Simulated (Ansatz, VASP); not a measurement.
One calculation of HgTe, two programs

```
CELL_PARAMETERS angstrom
0.00000 2.92150 2.86307
2.92150 0.00000 2.86307
2.92150 2.92150 0.00000
ATOMIC_POSITIONS crystal
Hg 0.00000 0.00000 0.00000
Te 0.50000 0.50000 0.50000
```

Change from the starting cell: zz strain of -2 %.

Alike in both runs: task single point; functional PBE; k mesh 10 × 10 × 10; occupations fermi-dirac, width 0.08 eV; no spin polarisation.

|  | VASP | Ansatz |
| --- | --- | --- |
| version | VASP 6.6.1 | Ansatz 0.2.0 |
| potentials or method | VASP PAW PBE potentials, release 64 (Hg, Te), cutoff 520 eV | all-electron LAPW, scalar-relativistic |

|  | VASP | Ansatz | Ansatz less VASP |
| --- | --- | --- | --- |
| pressure (GPa) | 12.8 | 12.5 | -0.27 |
| largest component of the traceless stress (GPa) | 2.26 | 2.21 | -0.044 |

Ansatz ran all-electron here, so the differences hold the error of VASP's frozen core and of both bases.

Spin-orbit coupling is left out, which matters for the levels of Hg, Te.
